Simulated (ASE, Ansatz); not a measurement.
## Random fluorite-type alloy of CaF2 and CdF2 (96 atoms): geometry optimisation

How does random fluorite-type alloy of CaF2 and CdF2 (96 atoms) relax, and what do bonds, charges and levels look like afterwards?

Main program and level: Ansatz 0.2.0; Kohn-Sham DFT, revPBE, PAW (set soft_2), plane waves.

### Step 1. Set-up

The cell holds 96 atoms: 28 Cd, 64 F and 4 Ca. Cell: a = 10.798 Å, b = 10.798 Å, c = 10.798 Å, α = 90.0°, β = 90.0°, γ = 90.0°. It derives from CaF2 (fluorite-type) and CdF2, repeated 2×2×2. Fluorite-type CaF2, 2 x 2 x 2 conventional cells, 28 of 32 Ca sites given to Cd at random (x = 0.875), lattice by Vegard's rule (a = 5.399 Å); every coordinate displaced by a Gaussian of 0.09 Å.

Before any run, some limits are plain. The host structure and its lattice constant were typed by rule, without a check against the phase diagram. Sampling is at Γ alone, for a cell whose shortest periodic width is 11 Å.

### Step 2. Single point at the start

The forces at the start show how far the geometry lies from a minimum of this functional.

Input file input.yaml:

```yaml
crystal:
  lattice:
    - [10.7982, 0.0, 0.0]
    - [0.0, 10.7982, 0.0]
    - [0.0, 0.0, 10.7982]
  atoms:
    - { symbol: Cd, position: [0.99781, 0.99575, 0.9943] }
    - { symbol: F, position: [0.12145, 0.12203, 0.12145] }
    - { symbol: F, position: [0.36885, 0.37628, 0.37203] }
    - { symbol: Cd, position: [0.99098, 0.24026, 0.23868] }
    [... 86 atom lines left out ...]
    - { symbol: Cd, position: [0.75951, 0.50502, 0.75307] }
    - { symbol: F, position: [0.86929, 0.62684, 0.88037] }
    - { symbol: F, position: [0.62566, 0.88566, 0.6124] }
    - { symbol: Cd, position: [0.75459, 0.7508, 0.49056] }
    - { symbol: F, position: [0.87034, 0.87527, 0.62237] }
    - { symbol: F, position: [0.62964, 0.61921, 0.87473] }
kpoints:
  mp_grid: { grid: [1, 1, 1] }
hamiltonian:
  xc: revpbe
scf:
  occupations: { method: fixed }
output:
  forces: true
  stress: true
  populations: true
  dos:
    method: { smearing: { sigma: 0.1 } }
    de: 0.1
    projected: { site_lists: { Ca: [Ca], Cd: [Cd], F: [F] } }
  eigenvalues: true
```

Command:

```bash
$ ansatz run input.yaml --threads 4 --pin off --max-ram 8192MiB --backend cpu --events-out ev --progress --plain --runs-dir out
```

Elapsed: 61 s, on 4 threads of Intel Xeon Platinum 8375C at 2.90GHz (Ice Lake), shared host; peak memory 2.3 GiB.

Read from the output:

- free energy: -290439.9549 eV
- free energy per atom: -3025.4162 eV/atom
- SCF cycles: 10
- pressure: 11.77 GPa
- r.m.s. force component: 0.8881 eV/Å
- longest force: 4.551 eV/Å
- Fermi energy: 7.041 eV
- gap (highest filled to lowest empty level): 2.549 eV
- spilling of the projection: 0.004345

The r.m.s. force component of 0.89 eV/Å and the pressure of 12 GPa set the starting point.

Length of the force by element:

```
element  coordination  atoms  mean length of the force (eV/Å)  spread  least  most
     Ca           all      4                             2.42    1.29   1.34  4.55
     Cd           all     28                             1.46   0.594  0.291  2.58
      F           all     64                             1.21   0.730  0.210  4.15
```

### Step 3. Cell and atoms relaxed

The cell is relaxed with the atoms, since the starting lattice needn't suit this functional.

input.yaml, the sections that differ from step 2:

```yaml
output:
  forces: true
relax:
  f_tol: 0.05
  max_steps: 200
  cell: {}
# crystal, kpoints, hamiltonian, scf: as in step 2
```

It took 5.3 min on 4 threads; peak memory 2.3 GiB; 15 min of CPU time.

The steps of the relaxation:

```
step  energy less that of the first step (eV)  largest force component (eV/Å)  pressure (GPa)  volume (Å³)
   1                                   0.0000                          3.0012           11.77      1259.08
   2                                  -8.8851                          1.3510            1.06      1360.55
   3                                 -10.6478                          0.0986            0.21      1356.26
   4                                 -10.6552                          0.0056            0.00      1359.09
   5                                 -11.2824                          0.0055            0.79      1359.09
   6                                 -11.2782                          0.0102            0.11      1370.07
   7                                 -11.2794                          0.0074            0.10      1370.57
   8                                 -11.2741                          0.0058           -0.01      1372.43
   9                                 -11.2958                          0.0058            0.01      1372.43
```

```
     cell as run  before   after  change
           a (Å)  10.798  11.114  +2.9 %
           b (Å)  10.798  11.113  +2.9 %
           c (Å)  10.798  11.112  +2.9 %
           α (°)   90.00   89.98  -0.0 %
volume (Å³/atom)   13.12   14.30  +9.0 %
```

The atoms that moved most (Å, as changes of fractional coordinates times the final cell):

```
atom      dx      dy      dz  length
 F36   0.088  -0.305   0.059   0.323
 F87  -0.188   0.251  -0.077   0.323
 F62   0.122   0.240  -0.146   0.307
 F74   0.013   0.188  -0.228   0.295
  F6   0.143  -0.034  -0.243   0.284
 F51   0.053  -0.248   0.061   0.261
  F8  -0.199  -0.028   0.139   0.245
 F63  -0.017   0.163  -0.179   0.243
```

The relaxation changed the energy by -118 meV/atom, and atoms moved by 0.16 Å r.m.s., 0.32 Å at most.

### Step 4. Distances and neighbours after relaxation

Bonds before and after, by the cutoffs listed below:

```
pair  bonds before  bonds after  mean before (Å)  mean after (Å)  spread before (Å)  spread after (Å)
F-Cd           224          224            2.345           2.406              0.126             0.021
F-Ca            32           32            2.334           2.408              0.149             0.006
```

Density 5.47 g/cm³, 14.30 Å³ an atom.

g(r), total and by pair (bins of 0.2 Å):

```
r (Å)  total   F-F  F-Cd   F-Ca  Cd-Cd  Cd-Ca  Ca-Ca
 2.30   1.73  0.00  4.27   1.14   0.00   0.00   0.00
 2.50   3.50  0.00  7.50  10.50   0.00   0.00   0.00
 2.70   2.96  6.65  0.00   0.00   0.00   0.00   0.00
 2.90   0.00  0.00  0.00   0.00   0.00   0.00   0.00
 3.10   0.00  0.00  0.00   0.00   0.00   0.00   0.00
 3.30   0.00  0.00  0.00   0.00   0.00   0.00   0.00
 3.50   0.00  0.00  0.00   0.00   0.00   0.00   0.00
 3.70   0.00  0.00  0.00   0.00   0.00   0.00   0.00
 3.90   4.37  6.49  0.00   0.00  13.10  14.55   4.43
 4.10   0.07  0.15  0.00   0.00   0.00   0.00   0.00
 4.30   0.00  0.00  0.00   0.00   0.00   0.00   0.00
 4.50   1.75  0.00  4.02   3.26   0.00   0.00   0.00
 4.70   2.60  0.10  5.65   6.40   0.00   0.00   0.00
 4.90   1.25  2.83  0.00   0.00   0.00   0.00   0.00
 5.10   0.00  0.00  0.00   0.00   0.00   0.00   0.00
 5.30   0.00  0.00  0.00   0.00   0.00   0.00   0.00
 5.50   1.10  1.65  0.00   0.00   3.32   3.13   4.39
 5.70   0.00  0.00  0.00   0.00   0.00   0.00   0.00
 5.90   0.00  0.00  0.00   0.00   0.00   0.00   0.00
 6.10   3.40  2.06  5.57   5.60   0.00   0.00   0.00
 6.30   1.44  3.25  0.00   0.00   0.00   0.00   0.00
 6.50   0.00  0.00  0.00   0.00   0.00   0.00   0.00
 6.70   0.96  1.95  0.00   0.00   1.09   0.21   0.00
 6.90   1.98  2.48  0.00   0.00   7.80   8.15  11.70
 7.10   0.54  0.00  1.16   1.49   0.00   0.00   0.00
 7.30   1.79  0.00  4.08   3.76   0.00   0.00   0.00
 7.50   0.00  0.00  0.00   0.00   0.00   0.00   0.00
 7.70   0.00  0.00  0.00   0.00   0.00   0.00   0.00
```

Bonds by pair of elements; cutoffs follow the first minimum of g(r), held within bounds set by covalent radii, and pairs that aren't listed don't count as bonded:

```
pair A-B  cutoff (Å)  bonds  mean length (Å)  spread (Å)  shortest (Å)  B about A  A about B
    F-Cd        2.83    224             2.41       0.021          2.37        3.5          8
    F-Ca        2.83     32             2.41       0.006          2.40        0.5          8
```

How many atoms have how many bonded neighbours:

```
element  mean   4   8
     Ca     8   0   4
     Cd     8   0  28
      F     4  64   0
```

Bond angles (no mean is given where the spread exceeds 20°):

```
  angle  count  mean (°)  spread (°)
 F-Cd-F    784         -           -
Cd-F-Cd    290       110         0.7
 F-Ca-F    112         -           -
Ca-F-Cd     92       110         0.8
Ca-F-Ca      2       110           0
```

For some of the pairs, g(r) has its first main peak near 2.77 Å (F-F), 2.41 Å (F-Cd), 2.42 Å (F-Ca), 3.93 Å (Cd-Cd) and 3.93 Å (Cd-Ca). Counting bonds as in the table, all Ca atoms have 8, all Cd atoms have 8 and all F atoms have 4 bonded neighbours.

### Step 5. Single point at the relaxed geometry

The electronic structure is read at the final geometry, in a run of its own.

Input file input.yaml:

```yaml
crystal:
  lattice:
    - [11.11353, -0.00075, -0.00035]
    - [-0.00075, 11.11331, 0.00154]
    - [-0.00035, 0.00154, 11.11203]
  atoms:
    - { symbol: Cd, position: [0.99919, 0.99899, 0.9994] }
    - { symbol: F, position: [0.1272, 0.12663, 0.12483] }
    - { symbol: F, position: [0.37587, 0.37534, 0.37324] }
    - { symbol: Cd, position: [0.99943, 0.24888, 0.24965] }
    [... 86 atom lines left out ...]
    - { symbol: Cd, position: [0.74997, 0.49866, 0.74983] }
    - { symbol: F, position: [0.87302, 0.62578, 0.875] }
    - { symbol: F, position: [0.6226, 0.8751, 0.62492] }
    - { symbol: Cd, position: [0.74972, 0.749, 0.49975] }
    - { symbol: F, position: [0.87236, 0.87212, 0.62456] }
    - { symbol: F, position: [0.62302, 0.62177, 0.87361] }
kpoints:
  mp_grid: { grid: [1, 1, 1] }
hamiltonian:
  xc: revpbe
scf:
  occupations: { method: fixed }
output:
  forces: true
  stress: true
  populations: true
  dos:
    method: { smearing: { sigma: 0.15 } }
    de: 0.1
    projected: { site_lists: { Ca: [Ca], Cd: [Cd], F: [F] } }
  eigenvalues: true
  write_density: true
  write_potential: true
  volumetric_format: npy
```

The job ended after 60 s (4 threads; peak memory 2.4 GiB; 2.9 min of CPU time).

The run gave:

- free energy: -290451.2507 eV
- free energy per atom: -3025.5339 eV/atom
- SCF cycles: 9
- pressure: 0.009135 GPa
- r.m.s. force component: 0.00245 eV/Å
- longest force: 0.00698 eV/Å
- Fermi energy: 5.021 eV
- gap (highest filled to lowest empty level): 3.198 eV
- spilling of the projection: 0.004268

Löwdin charges by element (they lack the spilled electrons, 0.047 e an atom on average):

```
element  coordination  atoms  mean charge (e)  spread   least    most
     Ca           all      4             1.74  5.0e-4    1.74    1.74
     Cd           all     28             1.56  3.0e-4    1.56    1.56
      F           all     64           -0.720  0.0088  -0.745  -0.712
```

Density of states as counts of states in windows of 1 eV (from the Fermi level), total and the larger projections:

```
from (eV)  to (eV)  total    F p   Cd d
      -14       -6    0.0    0.0    0.0
       -6       -5   89.1   13.2   75.6
       -5       -4  190.9    9.4  180.6
       -4       -3   13.5    9.7    1.3
       -3       -2   68.8   57.8    3.0
       -2       -1  149.8  138.1    7.6
       -1        0  147.0  135.4   10.7
        0        1    4.9    4.6    0.3
        1        2    0.0    0.0    0.0
        2        3    0.1    0.0    0.0
        3        4    1.9    0.0    0.0
        4        5    3.9    0.6    0.0
```

With fixed occupations the program's Fermi level is the highest filled level; weight inside the gap is the broadening of levels at its edges.

Between -26 and -14 eV lie 152 more states.

The stored curve holds about 816 of the 1048 electrons; the rest, give or take the few that broadening carries across the Fermi level, lie in deeper levels below its range.

The levels nearest the highest filled one (over half full), pooled over k-points and spins:

```
level less the highest filled one (eV)  occupation
                               -0.0338           2
                               -0.0315           2
                               -0.0195           2
                               -0.0123           2
                               -0.0023           2
                                     0           2
                                  3.20           0
                                  4.99           0
                                  5.00           0
                                  5.05           0
                                  5.15           0
                                  5.26           0
```

Mean Löwdin charges: Ca +1.74, Cd +1.56, F -0.72 e (they miss 0.43 % of the electrons, so they add up to more than the cell's charge).

### Step 6. What came out

- energy change in the relaxation: -117.7 meV/atom
- r.m.s. displacement: 0.16 Å
- largest displacement: 0.323 Å
- free energy per atom: -3025.5339 eV/atom
- density: 5.473 g/cm³
- pressure: 0.009135 GPa
- r.m.s. force component: 0.00245 eV/Å
- gap (highest filled to lowest empty level): 3.198 eV
- wall time of the 3 DFT runs: 7.3 min

**Reading.** Relaxation lowers the energy by 118 meV/atom and moves atoms by 0.16 Å r.m.s.; the r.m.s. force component goes from 0.89 to 0.0024 eV/Å, the pressure goes from 12 to 0.0091 GPa, and the gap from 2.55 to 3.20 eV. Displacements are taken in the final cell, so they leave out its strain. By the final cutoffs no bond was broken or made. The r.m.s. move is of the size of the random displacements put into the start (0.156 Å r.m.s. in three dimensions). The cell grew by 9.0 % in volume. From the first step to the last the energy fell by 11.296 eV, and the largest move was 0.32 Å (F36, with 1 other atom within 2 % of it). The F-Ca bonds go from 2.334 Å (spread 0.149) to 2.408 Å (spread 0.006). Counting bonds as in the table, all Ca atoms have 8, all Cd atoms have 8 and all F atoms have 4 bonded neighbours. Between filled and empty levels lie 3.20 eV at Γ alone; the mesh holds the band edges only if they fold onto it, so the gap at this level can be narrower or closed, while semilocal functionals tend to narrow gaps against experiment.

[Logs are printed without paths, hosts, clocks, repeated set-up lines and the standing remarks that a program may print on its own settings, such as how far it seeks lower states.]

[Hosts, paths, dates, database ids (printed as entryN), source tags and the programs' standing remarks are cut or masked in the printed files.]
